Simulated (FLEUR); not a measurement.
Runs of FLEUR MaX-R8.1 (patched build s14) on Ni. Symmetry: Fm-3m, No. 225, cubic system. Conventional cell: a = 3.475 Å, b = 3.475 Å, c = 3.475 Å, α = 90.00°, β = 90.00°, γ = 90.00°. Around Ni (site symmetry m-3m) lie 12 Ni at 2.46 Å. 

| task | level | spin | cell | k mesh | smearing | gmax | muffin-tin radii | lmax | inpgen profile | max iterations | kmax | other keys | mesh quality | gap on the mesh (eV) | moment (μB) |
| --- | --- | --- | --- | --- | --- | --- | --- | --- | --- | --- | --- | --- | --- | --- | --- |
| single point | Wu-Cohen GGA | collinear, random start | cell strained at random at fixed volume | 8 × 8 × 8 | fermi-dirac 0.02 eV | 12.6 1/bohr | Ni 2.12 bohr | Ni 8 | fastHighL | 60 | 4.06 1/bohr | - | coarse | none | 0.70 |
| single point | LDA (Moruzzi-Janak-Williams) | non-collinear, typed start | as given | 6 × 6 × 6 | fermi-dirac 0.1 eV | 12.4 1/bohr | Ni 2.15 bohr | Ni 9 | fastHighL | 100 | 4 1/bohr | - | coarse | none | - |
| band structure | PBEsol | collinear, ferromagnetic start | as given | 13 × 13 × 13 | fermi-dirac 0.05 eV | 14.1 1/bohr | Ni 2.15 bohr | Ni 9 | - | 60 | 4.56 1/bohr | - | not flagged | - | 0.63 |
| density of states | Wu-Cohen GGA | collinear, ferromagnetic start, SOC | as given | 8 × 8 × 8 | fermi-dirac 0.1 eV | 22.5 1/bohr | Ni 2.15 bohr | Ni 8 | moderate | 80 | 4.5 1/bohr | minDistance = 1e-06 | coarse | none | (a) |

Alike in all rows: potentials or basis all-electron, FLAPW.

Question: Estimate the missing entries.

Answer: (a) 0.69.

Caveats: some runs use coarse meshes; the directions of the moments are held as typed and only their lengths relax (some runs).

A gap of «none» marks a metal or a gap under the smearing width.

The runs were made with more than one version of the program.

Runs at the PBE level aren't shown here.
